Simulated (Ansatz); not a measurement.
# HfO2 (Pnma) in Ansatz: band structure with BLYP

Aim: the band structure of HfO2 with BLYP.

Everything below comes from runs of Ansatz 0.2.0. Logs are shortened: lines on timing, memory, paths and dates and some standing lists are left out, and cuts for length are marked.

**1. Starting point**

It takes space group Pnma (No. 62, orthorhombic). Conventional cell: a = 5.556 Å, b = 3.334 Å, c = 6.505 Å, α = 90.00°, β = 90.00°, γ = 90.00°. Around Hf (site symmetry m) lie 7 O at 2.14 to 2.27 Å. O (site symmetry m) is surrounded by 4 Hf at 2.14 to 2.17 Å. O (site symmetry m) has 3 Hf at 2.16 to 2.27 Å as nearest neighbours.

Measurements of this composition are mostly on another form, of space group No. 14.

**2. Band structure, BLYP**

input.yaml

```yaml
crystal:
  lattice:
    - [5.556395, 0.0, 0.0]
    - [0.0, 3.333597, 0.0]
    - [0.0, 0.0, 6.504995]
  atoms:
    - { symbol: Hf, position: [0.748682, 0.75, 0.607871] }
    - { symbol: Hf, position: [0.251318, 0.25, 0.392129] }
    - { symbol: Hf, position: [0.248682, 0.75, 0.892129] }
    - { symbol: Hf, position: [0.751318, 0.25, 0.107871] }
    - { symbol: O, position: [0.639499, 0.25, 0.4234] }
    - { symbol: O, position: [0.360501, 0.75, 0.5766] }
    - { symbol: O, position: [0.139499, 0.25, 0.0766] }
    - { symbol: O, position: [0.860501, 0.75, 0.9234] }
    - { symbol: O, position: [0.520794, 0.25, 0.841453] }
    - { symbol: O, position: [0.479206, 0.75, 0.158547] }
    - { symbol: O, position: [0.020794, 0.25, 0.658547] }
    - { symbol: O, position: [0.979206, 0.75, 0.341453] }
hamiltonian:
  xc: blyp
  pseudopotentials: { kind: paw }
kpoints:
  mp_grid: { grid: [5, 8, 4] }
  band_path:
    path:
      - [[0.0, 0.0, 0.0], [0.0, -0.5, 0.0], [-0.5, -0.5, 0.0], [-0.5, 0.0, 0.0], [0.0, 0.0, 0.0], [0.0, 0.0, -0.5], [0.0, -0.5, -0.5], [-0.5, -0.5, -0.5], [-0.5, 0.0, -0.5], [0.0, 0.0, -0.5]]
      - [[-0.5, 0.0, 0.0], [-0.5, 0.0, -0.5]]
      - [[0.0, -0.5, -0.5], [0.0, -0.5, 0.0]]
      - [[-0.5, -0.5, 0.0], [-0.5, -0.5, -0.5]]
    npoints: 10
scf:
  occupations: { method: fermi_dirac, width: 0.05 }
  n_extra_bands: 30
output:
  forces: true
  stress: true
  eigenvalues: true
  fatbands: false
```

Potentials or basis: Ansatz PAW.

On the command line:

```bash
$ ansatz run input.yaml --threads 4 --pin off --max-ram 11264MiB --backend cpu --events-out ev --progress --plain --runs-dir out
```

Output:

```text
Warning: RAYON_NUM_THREADS=4 ignored (pool sized by the plan → 4); use --threads N
scf.n_extra_bands = 30 over 76 filled bands (N_el = 152.0): the run solves 106 bands
Engine: ansatz 0.2.0, x86_64-unknown-linux-gnu
Pseudopotentials: kind: paw
Pseudopotential: Hf, paw, valence charge 26, recommended cutoff 420 eV (normal), Hf.paw.azcp
Pseudopotential: O, paw, valence charge 6, recommended cutoff 420 eV (normal), O.paw.azcp
Functional definition: BLYP
  parameter beta = 0.0042
  parameter a = 0.04918
  parameter b = 0.132
  parameter c = 0.2533
  parameter d = 0.349
  exchange = b88_x(beta = beta)
  correlation = lyp_c(a = a, b = b, c = c, d = d)
Crystal: 12 atoms, lattice volume = 120.491 Å³
Basis set: ecut = 420 eV, 2361 PW (Γ), exchange–correlation on 80×48×90 points (8 copies of the dense FFT grid, shifted against one another)
Bands: 106, of which v1, the nominal top of the filled ones, is band 76 counted from 1 (75 counted from 0)
Symmetry: 8 space group operations
Space group: Pnma (ITA 62), of the structure as read, at distance tolerance 4.9e-5 Å
k-points: 45 of 160
Non-local potential: Hf, projectors of the file, l = 0: 3, l = 1: 2, l = 2: 2, l = 3: 3
Non-local potential: O, projectors of the file, l = 0: 2, l = 1: 2, l = 2: 1
PAW form: soft (Blöchl's): semilocal exchange-correlation on the pseudo side does not see the compensation charge
PAW frozen core: Hf, regenerated for the run's functional, and the local potential with it (the file was generated under x = pbe(κ = 0.804, μ = 0.2195149727645171), c = pbe(β = 0.06672455060314922))
PAW frozen core: O, regenerated for the run's functional, and the local potential with it (the file was generated under x = pbe(κ = 0.804, μ = 0.2195149727645171), c = pbe(β = 0.06672455060314922))
PAW one-centre angular grid: Hf, 590 points (default); XC on 64 Gauss nodes
PAW one-centre angular grid: O, 110 points (default); XC on 64 Gauss nodes
Initial density: superposition of atomic densities (neutral atoms: chi_scale 0, normalization atom), corrected by the library's trained network
Initial wavefunctions: pseudopotential atomic-orbital guess
Functional: x = b88, c = lyp
SCF iter   1: F=—  HF=-67556.169393 eV  |F-HF|=—  |Δ(HF+E_count)|=         —  Δρ=2.62e-2  dr2=6.14e-1  ethr=1.77e-3  ⟨swp⟩=5.1  Hψ=15638  notcnv=0  defer=355
preconditioner: auto → Resta (q_TF=auto, 2.836 Å⁻¹)  ε∞=4.6  [insulator: Δε(μ)=3.815 eV  Ē_g=21.282 eV  σ=0.050 eV  W_gap=1.00  n_scr=42 (ndim 8)  ℏωp=40.6 eV  f_vac=0.000  D(μ)=0.00/eV (n_scr^D=0)  ε∞_Penn≈4.6]
SCF iter   2: F=—  HF=-67556.032854 eV  |F-HF|=—  |Δ(HF+E_count)|=   1.37e-1  Δρ=9.67e-3  dr2=1.01e-1  ethr=4.04e-4  ⟨swp⟩=2.0  Hψ=5809  notcnv=0  defer=1058
SCF iter   3: F=—  HF=-67556.009105 eV  |F-HF|=—  |Δ(HF+E_count)|=   2.37e-2  Δρ=1.60e-3  dr2=3.04e-3  ethr=6.63e-5  ⟨swp⟩=2.0  Hψ=6702  notcnv=0  defer=1058
SCF iter   4: F=—  HF=-67556.008601 eV  |F-HF|=—  |Δ(HF+E_count)|=   5.04e-4  Δρ=7.75e-4  dr2=4.87e-4  ethr=2.00e-6  ⟨swp⟩=2.0  Hψ=7091  notcnv=0  defer=1058
SCF iter   5: F=—  HF=-67556.008404 eV  |F-HF|=—  |Δ(HF+E_count)|=   1.97e-4  Δρ=1.34e-4  dr2=1.20e-5  ethr=3.20e-7  ⟨swp⟩=2.0  Hψ=6067  notcnv=0  defer=1058
SCF iter   6: F=—  HF=-67556.008601 eV  |F-HF|=—  |Δ(HF+E_count)|=   1.97e-4  Δρ=3.15e-5  dr2=7.12e-7  ethr=7.92e-9  ⟨swp⟩=2.0  Hψ=6939  notcnv=0  defer=1058
SCF iter   7: F=-67556.008601 eV  HF=-67556.008601 eV  |F-HF|=2.11e-8  |Δ(HF+E_count)|=   3.46e-7  Δρ=5.20e-6  dr2=2.74e-8  ethr=6.58e-11  ⟨swp⟩=10.7  Hψ=26329  notcnv=0
SCF 1 converged in 7 iterations: F = -67556.008601 eV  dr2 = 2.74e-8
NSCF: frozen V_eff on 124 k-points
SCF converged after 7 iterations
Free energy (F): -67556.008601 eV
Harris-Foulkes:  -67556.008601 eV  (|F-HF|=2.11e-8)
Internal energy: -67556.008601 eV  (E = F + TS)
E sigma→0 (E₀):  -67556.008601 eV
Fermi energy:    19.592111 eV
--- Per-component energies (eV) ---
  E_band       = 515.290185
  E_kinetic    = 3097.011830
  E_local      = -21262.655408  (includes V_loc(G=0)·N_el)
  E_nonlocal   = -4588.028401
  E_hartree    = 9819.006010
  E_xc         = -1778.479460
  E_vxc        = -1795.683793  (∫ρ·V_xc dr)
  E_paw        = -29104.439720  (= ΣΔE_a)
  E_vpaw       = 5426.612780  (= ΣTr[D̂ρ^β])
  E_aug_tail   = 0.020402  (compensation charges beyond the density's cutoff)
  E_ewald      = -23738.792418
  E_core_change = 0.348565  (= ΣΔE_core)
  E_smearing   = -0.000000  (= −TS)
  E_closure    = 0.000000  (closes the sum)
  Σ components = -67556.008601   (vs F -67556.008601, Δ=0.00e0)
--- Forces (eV/Å), atoms counted from 1 ---
  atom   1  Hf     0.00284561     0.00000000     0.09613396
  atom   2  Hf    -0.00284561     0.00000000    -0.09613396
  atom   3  Hf     0.00284561     0.00000000    -0.09613396
  atom   4  Hf    -0.00284561     0.00000000     0.09613396
  atom   5  O      0.00723302     0.00000000    -0.03121254
  atom   6  O     -0.00723302     0.00000000     0.03121254
  atom   7  O      0.00723302     0.00000000     0.03121254
  atom   8  O     -0.00723302     0.00000000    -0.03121254
  atom   9  O      0.02710382     0.00000000    -0.08407202
  atom  10  O     -0.02710382     0.00000000     0.08407202
  atom  11  O      0.02710382     0.00000000     0.08407202
  atom  12  O     -0.02710382     0.00000000    -0.08407202
  max |Σ_I F_I| component: 1.39e-17 eV/Å
--- Stress (GPa, compression-positive) ---
       11.142293       0.000000       0.000000
        0.000000      10.970390       0.000000
        0.000000       0.000000      11.114769
  P = ⅓ Tr σ = 11.0758 GPa (110.758 kbar)
--- Band table (eV; the first three rows and the last of 45) ---
  k-point 0: bands = ["-43.0514", "-43.0333", "-43.0329", "-43.0288", "-12.1037", "-11.9604", "-11.9039", "-11.8023", "-11.7283", "-11.6705", "-11.6569", "-11.5868", "-11.5748", "-11.5665", "-11.5575", "-11.5365", "-0.9099", "0.7024", "0.7121", "1.2277", "1.5503", "1.5676", "1.6270", "1.8117", "7.1018", "7.1185", "7.1229", "7.1254", "7.1294", "7.1305", "7.1336", "7.1357", "7.1371", "7.1378", "7.1401", "7.1446", "7.1463", "7.1483", "7.1518", "7.1555", "7.1561", "7.1587", "7.1674", "7.1710", "7.1731", "7.1783", "7.1797", "7.1816", "7.1869", "7.1980", "7.2119", "7.2135", "12.6907", "12.7692", "13.2097", "13.3562", "13.4571", "13.8969", "13.9123", "13.9375", "14.2678", "14.4740", "14.5062", "14.6848", "15.2409", "15.3973", "15.4085", "15.8637", "15.9863", "16.2525", "16.5565", "16.9543", "16.9971", "17.4468", "17.7264", "17.7728", "21.3433", "22.2544", "22.3325", "22.7811", "23.5146", "23.5633", "23.7152", "24.3540", "24.4359", "24.5773", "24.6603", "24.8221", "24.8808", "25.3847", "25.5282", "25.6072", "25.8754", "26.0469", "27.0586", "27.1975", "27.3505", "28.6225", "30.1755", "30.8014", "31.9069", "33.0465", "33.7524", "34.5241", "34.7916", "35.0883"]
  k-point 1: bands = ["-43.0495", "-43.0384", "-43.0298", "-43.0287", "-12.0722", "-11.9186", "-11.8838", "-11.8611", "-11.7175", "-11.6584", "-11.6481", "-11.6273", "-11.6000", "-11.5638", "-11.5560", "-11.5500", "-0.7230", "0.3604", "0.8020", "1.1904", "1.6066", "1.6261", "1.6334", "1.7931", "7.1032", "7.1169", "7.1246", "7.1259", "7.1305", "7.1328", "7.1355", "7.1375", "7.1409", "7.1424", "7.1431", "7.1453", "7.1463", "7.1475", "7.1513", "7.1535", "7.1601", "7.1619", "7.1619", "7.1646", "7.1731", "7.1741", "7.1782", "7.1783", "7.1827", "7.1927", "7.2181", "7.2236", "12.5355", "12.6452", "13.0697", "13.1450", "13.5908", "13.7296", "14.0804", "14.2435", "14.3366", "14.4704", "14.8284", "14.9794", "15.0565", "15.3697", "15.5066", "15.6776", "15.9631", "16.3816", "16.6638", "16.8140", "17.1858", "17.3566", "17.4405", "17.6009", "21.6536", "22.3139", "22.3938", "22.8875", "23.3130", "23.4178", "23.4530", "23.7712", "24.5865", "24.6649", "24.7538", "25.1046", "25.1127", "25.2371", "25.5457", "25.9928", "26.1201", "26.1809", "26.7259", "26.9989", "27.1710", "28.1580", "30.3070", "30.4228", "32.4529", "33.7301", "33.9444", "34.1555", "34.6413", "35.0732"]
  k-point 2: bands = ["-43.0446", "-43.0446", "-43.0286", "-43.0286", "-11.9902", "-11.9902", "-11.8184", "-11.8184", "-11.7488", "-11.7488", "-11.6257", "-11.6257", "-11.5911", "-11.5911", "-11.5583", "-11.5583", "-0.2344", "-0.2344", "1.0074", "1.0074", "1.6374", "1.6374", "1.7342", "1.7342", "7.1086", "7.1086", "7.1272", "7.1272", "7.1351", "7.1351", "7.1409", "7.1409", "7.1411", "7.1411", "7.1452", "7.1452", "7.1453", "7.1453", "7.1553", "7.1553", "7.1575", "7.1575", "7.1650", "7.1650", "7.1742", "7.1742", "7.1777", "7.1777", "7.1790", "7.1790", "7.2267", "7.2267", "12.4654", "12.4654", "12.9700", "12.9700", "13.9430", "13.9430", "14.0186", "14.0186", "14.4567", "14.4567", "14.9592", "14.9592", "15.2180", "15.2180", "15.8923", "15.8923", "16.2312", "16.2312", "16.5249", "16.5249", "17.2289", "17.2289", "17.3878", "17.3878", "22.1774", "22.1774", "22.8885", "22.8885", "23.1372", "23.1372", "23.1694", "23.1694", "24.6536", "24.6536", "24.8402", "24.8402", "25.6328", "25.6328", "25.9281", "25.9281", "26.4318", "26.4318", "26.6653", "26.6653", "27.0588", "27.0588", "30.3141", "30.3141", "33.6214", "33.6214", "33.9330", "33.9330", "34.9439", "34.9439"]
  k-point 44: bands = ["-43.0268", "-43.0268", "-43.0235", "-43.0235", "-12.0814", "-12.0814", "-12.0400", "-12.0400", "-11.7312", "-11.7312", "-11.7298", "-11.7298", "-11.6413", "-11.6413", "-11.6142", "-11.6142", "0.7766", "0.7766", "0.8543", "0.8543", "1.4647", "1.4647", "1.4691", "1.4691", "7.1186", "7.1186", "7.1193", "7.1193", "7.1405", "7.1405", "7.1409", "7.1409", "7.1436", "7.1436", "7.1493", "7.1493", "7.1545", "7.1545", "7.1575", "7.1575", "7.1630", "7.1630", "7.1653", "7.1653", "7.1750", "7.1750", "7.1819", "7.1819", "7.1891", "7.1891", "7.1909", "7.1909", "12.4305", "12.4305", "12.6029", "12.6029", "13.3599", "13.3599", "13.4453", "13.4453", "14.4449", "14.4449", "14.9305", "14.9305", "16.1598", "16.1598", "16.2078", "16.2078", "16.5117", "16.5117", "16.5953", "16.5953", "17.0137", "17.0137", "17.0810", "17.0810", "23.3754", "23.3754", "23.8456", "23.8456", "24.0014", "24.0014", "24.1797", "24.1797", "25.0237", "25.0237", "25.3307", "25.3307", "25.6483", "25.6483", "25.6581", "25.6581", "26.2999", "26.2999", "26.3058", "26.3058", "30.8409", "30.8409", "31.0240", "31.0240", "31.9397", "31.9397", "32.8453", "32.8453", "35.2288", "35.2288"]
```

Wall time 11 s (4 threads of Intel Xeon 6975P-C (Granite Rapids), shared host); peak memory 1.1 GiB.

Results:

```
Free energy             : -67556.0086 eV
Pressure                : 11.1 GPa
Largest force           : 0.096 eV/Å
Band gap on the k mesh  : 3.57 eV, direct
Band gap along the path : 3.57 eV, direct
```

Forces in eV/Å, atoms in the order of the input:
```
Hf   0.003  0.000  0.096
Hf  -0.003  0.000 -0.096
Hf   0.003  0.000 -0.096
Hf  -0.003  0.000  0.096
O    0.007  0.000 -0.031
O   -0.007  0.000  0.031
O    0.007  0.000  0.031
O   -0.007  0.000 -0.031
O    0.027  0.000 -0.084
O   -0.027  0.000  0.084
O    0.027  0.000  0.084
O   -0.027  0.000 -0.084
```

Stress tensor (GPa, compression positive):
```
11.14  0.00  0.00
 0.00 10.97  0.00
 0.00  0.00 11.11
```

Levels at the corners of the path, in eV from the valence-band top:
```csv
point,band 74,band 75,band 76,band 77,band 78,band 79
Γ,-0.33,-0.05,0.00,3.57,4.48,4.56
X,-0.75,-0.68,-0.68,5.19,5.19,6.03
S,-0.70,-0.70,-0.70,5.70,5.70,5.70
Y,-0.78,-0.32,-0.32,4.36,4.36,5.51
Γ,-0.33,-0.05,0.00,3.57,4.48,4.56
Z,-0.54,-0.39,-0.39,4.40,4.40,5.12
U,-0.87,-0.76,-0.76,5.14,5.14,6.22
R,-0.70,-0.70,-0.70,5.85,5.85,5.85
T,-0.82,-0.39,-0.39,5.15,5.15,5.18
Z,-0.54,-0.39,-0.39,4.40,4.40,5.12
Y,-0.78,-0.32,-0.32,4.36,4.36,5.51
T,-0.82,-0.39,-0.39,5.15,5.15,5.18
U,-0.87,-0.76,-0.76,5.14,5.14,6.22
X,-0.75,-0.68,-0.68,5.19,5.19,6.03
S,-0.70,-0.70,-0.70,5.70,5.70,5.70
R,-0.70,-0.70,-0.70,5.85,5.85,5.85
```

Caveat: the pressure holds a Pulay correction of +1.1 GPa for the finite cutoff; spin-orbit coupling is left out, which moves the levels of the heavy elements; the PAW data sets come from PBE, with cores solved anew for the run's functional, which leaves a small shift of forces and pressure. A hybrid or GW would open this gap; BLYP tends to underestimate it.
